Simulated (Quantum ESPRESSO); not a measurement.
# TiC (Fm-3m) in Quantum ESPRESSO: a series of runs, part 2 of 2

Quantum ESPRESSO 7.5. Earlier steps stand in the parts before.

### 3 Phonons, PBE

Input file pw.in:

```
&CONTROL
  calculation = 'scf'
  prefix = 'pwscf'
  outdir = './tmp'
  pseudo_dir = './pseudo'
  tprnfor = .true.
  tstress = .true.
  disk_io = 'low'
/
&SYSTEM
  ibrav = 0
  nat = 2
  ntyp = 2
  ecutwfc = 55
  ecutrho = 440
  nbnd = 14
  occupations = 'smearing'
  smearing = 'mv'
  degauss = 0.01469973
/
&ELECTRONS
  conv_thr = 4d-10
  electron_maxstep = 120
  mixing_beta = 0.5
/
ATOMIC_SPECIES
Ti    47.8670 ti_pbe_v1.4.uspp.F.UPF
C     12.0110 C.pbe-n-kjpaw_psl.1.0.0.UPF
CELL_PARAMETERS angstrom
   0.0000000000    2.1657188437    2.1657188437
   2.1657188437    0.0000000000    2.1657188437
   2.1657188437    2.1657188437    0.0000000000
ATOMIC_POSITIONS crystal
Ti     0.0000000000    0.0000000000    0.0000000000
C      0.5000000000    0.5000000000    0.5000000000
K_POINTS automatic
11 11 11 0 0 0
```

Input file scf2.in:

```
&CONTROL
  calculation = 'scf'
  prefix = 'pwscf'
  outdir = './tmp'
  pseudo_dir = './pseudo'
  tprnfor = .true.
  tstress = .true.
  disk_io = 'low'
/
&SYSTEM
  ibrav = 0
  nat = 2
  ntyp = 2
  ecutwfc = 55
  ecutrho = 440
  nbnd = 14
  occupations = 'smearing'
  smearing = 'mv'
  degauss = 0.01469973
/
&ELECTRONS
  conv_thr = 1d-13
  electron_maxstep = 120
  mixing_beta = 0.5
  startingpot = 'file'
  startingwfc = 'file'
/
ATOMIC_SPECIES
Ti    47.8670 ti_pbe_v1.4.uspp.F.UPF
C     12.0110 C.pbe-n-kjpaw_psl.1.0.0.UPF
CELL_PARAMETERS angstrom
   0.0000000000    2.1657188437    2.1657188437
   2.1657188437    0.0000000000    2.1657188437
   2.1657188437    2.1657188437    0.0000000000
ATOMIC_POSITIONS crystal
Ti     0.0000000000    0.0000000000    0.0000000000
C      0.5000000000    0.5000000000    0.5000000000
K_POINTS automatic
11 11 11 0 0 0
```

Input file ph.in:

```
phonons of TiC
&INPUTPH
  prefix = 'pwscf'
  outdir = './tmp'
  tr2_ph = 1d-18
  fildyn = 'dyn'
  niter_ph = 90
  alpha_mix(1) = 0.4
/
0.0000000000 0.0000000000 0.0000000000
```

Input file dynmat.in:

```
&INPUT
  fildyn = 'dyn'
  asr = 'crystal'
  filout = 'dynmat.disp'
  fileig = 'dynmat.eig'
/
```

Potentials or basis: SSSP 1.3 efficiency PBE.

Run with:

```console
$ OMP_NUM_THREADS=1 pw.x -in pw.in > pw.out
$ OMP_NUM_THREADS=1 pw.x -in scf2.in > scf2.out
$ OMP_NUM_THREADS=1 ph.x -in ph.in > ph.out
$ OMP_NUM_THREADS=1 dynmat.x -in dynmat.in > dynmat.out
```

pw.out:

```text
This program is part of the open-source Quantum ESPRESSO suite
     for quantum simulation of materials; please cite
         "P. Giannozzi et al., J. Phys.:Condens. Matter 21 395502 (2009);
         "P. Giannozzi et al., J. Phys.:Condens. Matter 29 465901 (2017);
         "P. Giannozzi et al., J. Chem. Phys. 152 154105 (2020);
     in publications or presentations arising from this work. More details at

     file C.pbe-n-kjpaw_psl.1.0.0.UPF: wavefunction(s)  2S 2P renormalized
     Message from routine setup:
     using ibrav=0 with symmetry is DISCOURAGED, use correct ibrav instead

     G-vector sticks info
     --------------------
     sticks:   dense  smooth     PW     G-vecs:    dense   smooth      PW
     Sum        1027     511    163                21331     7631    1411

     Using Slab Decomposition

     bravais-lattice index     =            0
     lattice parameter (alat)  =       5.7878  a.u.
     unit-cell volume          =     137.0985 (a.u.)^3
     number of atoms/cell      =            2
     number of atomic types    =            2
     number of electrons       =        16.00
     number of Kohn-Sham states=           14
     kinetic-energy cutoff     =      55.0000  Ry
     charge density cutoff     =     440.0000  Ry
     scf convergence threshold =      4.0E-10
     mixing beta               =       0.5000
     number of iterations used =            8  plain     mixing
     Exchange-correlation= SLA  PW   PBX  PBC
                           (   1   4   3   4   0   0   0)

     celldm(1)=   5.787832  celldm(2)=   0.000000  celldm(3)=   0.000000
     celldm(4)=   0.000000  celldm(5)=   0.000000  celldm(6)=   0.000000

     crystal axes: (cart. coord. in units of alat)
               a(1) = (   0.000000   0.707107   0.707107 )
               a(2) = (   0.707107   0.000000   0.707107 )
               a(3) = (   0.707107   0.707107   0.000000 )

     reciprocal axes: (cart. coord. in units 2 pi/alat)
               b(1) = ( -0.707107  0.707107  0.707107 )
               b(2) = (  0.707107 -0.707107  0.707107 )
               b(3) = (  0.707107  0.707107 -0.707107 )

     PseudoPot. # 1 for Ti read from file:
     ti_pbe_v1.4.uspp.F.UPF
     Pseudo is Ultrasoft + core correction, Zval = 12.0
     Generated by new atomic code, or converted to UPF format
     Using radial grid of  851 points,  6 beta functions with:
                l(1) =   0
                l(2) =   0
                l(3) =   1
                l(4) =   1
                l(5) =   2
                l(6) =   2
     Q(r) pseudized with  6 coefficients,  rinner =    1.000   1.000   1.000
                                                       1.000   1.000

     PseudoPot. # 2 for C  read from file:
     C.pbe-n-kjpaw_psl.1.0.0.UPF
     Pseudo is Projector augmented-wave + core cor, Zval =  4.0
     Generated using "atomic" code by A. Dal Corso  v.5.1
     Shape of augmentation charge: PSQ
     Using radial grid of 1073 points,  4 beta functions with:
                l(1) =   0
                l(2) =   0
                l(3) =   1
                l(4) =   1
     Q(r) pseudized with 0 coefficients

     atomic species   valence    mass     pseudopotential
     Ti               12.00    47.86700     Ti( 1.00)
     C                 4.00    12.01100     C ( 1.00)

     48 Sym. Ops., with inversion, found

   Cartesian axes

     site n.     atom                  positions (alat units)
         1        Ti     tau(   1) = (   0.0000000   0.0000000   0.0000000  )
         2        C      tau(   2) = (   0.7071068   0.7071068   0.7071068  )

     number of k points=    56  Marzari-Vanderbilt smearing, width (Ry)=  0.0147
                       cart. coord. in units 2pi/alat
        k(    1) = (   0.0000000   0.0000000   0.0000000), wk =   0.0015026
        k(    2) = (   0.0642824   0.0642824  -0.0642824), wk =   0.0120210
        k(    3) = (   0.1285649   0.1285649  -0.1285649), wk =   0.0120210
        k(    4) = (   0.1928473   0.1928473  -0.1928473), wk =   0.0120210
        k(    5) = (   0.2571297   0.2571297  -0.2571297), wk =   0.0120210
        k(    6) = (   0.3214122   0.3214122  -0.3214122), wk =   0.0120210
[... 48 lines left out ...]
        k(   55) = (  -0.0642824  -0.4499770   0.7071068), wk =   0.0360631
        k(   56) = (   0.0000000  -0.3856946   0.6428243), wk =   0.0360631

     Dense  grid:    21331 G-vectors     FFT dimensions: (  40,  40,  40)

     Smooth grid:     7631 G-vectors     FFT dimensions: (  27,  27,  27)

     Check: negative core charge=   -0.000005

     Initial potential from superposition of free atoms

     starting charge      14.9999, renormalised to      16.0000

     negative rho (up, down):  1.219E-03 0.000E+00
     Starting wfcs are   14 randomized atomic wfcs

     Self-consistent Calculation

     iteration #  1     ecut=    55.00 Ry     beta= 0.50
     Davidson diagonalization with overlap
     ethr =  1.00E-02,  avg # of iterations =  3.7

     negative rho (up, down):  2.132E-03 0.000E+00
[... 103 lines left out ...]
     iteration # 13     ecut=    55.00 Ry     beta= 0.50
     Davidson diagonalization with overlap
     ethr =  2.52E-12,  avg # of iterations =  1.5

     negative rho (up, down):  5.551E-04 0.000E+00

     End of self-consistent calculation

          k = 0.0000 0.0000 0.0000 (   941 PWs)   bands (ev):

   -41.8434 -17.8758 -17.8758 -17.8758   2.3169  15.4168  15.4168  15.4168
    16.3932  16.3932  16.3932  16.4456  16.4456  25.2035

          k = 0.0643 0.0643-0.0643 (   938 PWs)   bands (ev):
[... 106 lines left out ...]
   -41.7775 -18.2297 -18.0221 -17.9136   4.7834  10.4950  12.1884  12.2376
    16.7403  17.6908  18.4978  19.8569  22.6452  25.7823

          k = 0.0000-0.2571 0.2571 (   937 PWs)   bands (ev):

   -41.7949 -18.1485 -17.9831 -17.8955   4.0408  11.4726  12.5546  12.7859
    16.2718  17.3821  18.2930  19.0924  21.9844  26.4965

          k = 0.3857 0.0000-0.0000 (   950 PWs)   bands (ev):
[... 46 lines left out ...]
   -41.7489 -18.2234 -18.1682 -17.9952   5.1951  11.0347  11.3964  12.8456
    16.3955  17.7962  18.5920  20.1950  20.4866  27.3125

          k = 0.6428-0.0000 0.0000 (   950 PWs)   bands (ev):

   -41.7480 -18.3042 -18.0410 -18.0410   4.5964  11.2073  13.1414  14.6442
    14.6442  17.4206  18.2955  18.2955  20.6424  26.5489

          k =-0.0000-0.6428 0.6428 (   958 PWs)   bands (ev):

   -41.7461 -18.3015 -18.0624 -18.0382   4.6852  11.2939  12.7315  14.2636
    14.9618  18.0058  18.1952  18.2955  20.5051  26.7717

          k = 0.2571 0.1286 0.0000 (   940 PWs)   bands (ev):

   -41.8096 -18.0655 -17.9409 -17.9015   3.4380  12.1282  13.5390  13.5788
    15.5895  16.8755  18.0567  18.5596  20.7434  26.7851

          k = 0.3214 0.1928-0.0643 (   943 PWs)   bands (ev):
[... 36 lines left out ...]
   -41.7625 -18.2535 -18.0781 -17.9515   5.2394  10.1877  11.8658  12.2404
    16.9662  17.7944  18.5944  19.9674  22.1646  26.2610

          k = 0.0000-0.2571 0.3857 (   940 PWs)   bands (ev):

   -41.7756 -18.2128 -18.0384 -17.9289   4.7245  10.6118  12.2988  12.4055
    16.4538  17.8166  18.6268  19.3702  22.3016  26.6940

          k = 0.5143 0.1286 0.0000 (   946 PWs)   bands (ev):

   -41.7615 -18.2444 -18.0354 -18.0062   4.6532  10.7995  12.7515  13.5579
    15.3350  17.7864  18.5553  18.7806  21.2351  27.7501

          k =-0.1286-0.5143 0.6428 (   946 PWs)   bands (ev):
[... 6 lines left out ...]
   -41.7495 -18.2354 -18.1415 -18.0057   5.2163  10.9065  11.5564  12.6349
    16.6566  17.7836  18.4819  20.2658  20.4280  27.4425

          k = 0.0000-0.3857 0.5143 (   942 PWs)   bands (ev):

   -41.7532 -18.2158 -18.1593 -17.9803   5.3432  10.4927  11.5944  12.3473
    17.3562  17.3871  18.6451  19.8699  21.4080  27.0452

          k =-0.0643-0.5785 0.7071 (   958 PWs)   bands (ev):
[... 21 lines left out ...]
   -41.7474 -18.2368 -18.1193 -18.0418   5.0910  11.2296  11.9163  12.4345
    16.6938  17.9786  18.3070  19.3604  20.4385  28.6040

          k = 0.0000-0.3857 0.6428 (   943 PWs)   bands (ev):

   -41.7468 -18.1935 -18.1716 -18.0384   5.2112  11.3671  11.5109  12.2396
    17.2318  17.6479  18.3319  19.9480  20.0693  28.3174

     the Fermi energy is    14.7620 ev

!    total energy              =    -137.81663636 Ry
     estimated scf accuracy    <          1.6E-11 Ry
     smearing contrib. (-TS)   =      -0.00002230 Ry
     internal energy E=F+TS    =    -137.81661406 Ry

     The total energy is F=E-TS. E is the sum of the following terms:
     one-electron contribution =     -29.38748166 Ry
     hartree contribution      =      22.84796689 Ry
     xc contribution           =     -22.69955748 Ry
     ewald contribution        =    -102.40301018 Ry
     one-center paw contrib.   =      -6.17453164 Ry

     convergence has been achieved in  13 iterations

     negative rho (up, down):  5.551E-04 0.000E+00

     Forces acting on atoms (cartesian axes, Ry/au):

     atom    1 type  1   force =    -0.00000000    0.00000000    0.00000000
     atom    2 type  2   force =     0.00000000   -0.00000000   -0.00000000

     Total force =     0.000000     Total SCF correction =     0.000000

     Computing stress (Cartesian axis) and pressure

     negative rho (up, down):  5.551E-04 0.000E+00
          total   stress  (Ry/bohr**3)                   (kbar)     P=        2.16
   0.00001468   0.00000000  -0.00000000            2.16        0.00       -0.00
   0.00000000   0.00001468   0.00000000            0.00        2.16        0.00
  -0.00000000   0.00000000   0.00001468           -0.00        0.00        2.16

=------------------------------------------------------------------------------=
   JOB DONE.
=------------------------------------------------------------------------------=
```

Run time: 5.8 min. Hardware: 1 thread of Arm Neoverse N1, shared host; peak memory 0.12 GiB.

What came out:

| Property | Result |
| --- | --- |
| Free energy | -1875.0909 eV |
| Pressure after relaxing | 0.2 GPa |
| Band gap on the k mesh | none (metal or under the smearing width) |
| Highest phonon frequency at Γ | 508 cm⁻¹ |

Phonon frequencies in cm⁻¹ (negative: imaginary):
```csv
q point,frequencies
"(0.000, 0.000, 0.000)",11 11 11 508 508 508
```

Optical modes at Γ, degenerate ones joined:
| cm⁻¹ | components | symmetry | active in |
| --- | --- | --- | --- |
| 508 | 3 | T1u | IR |
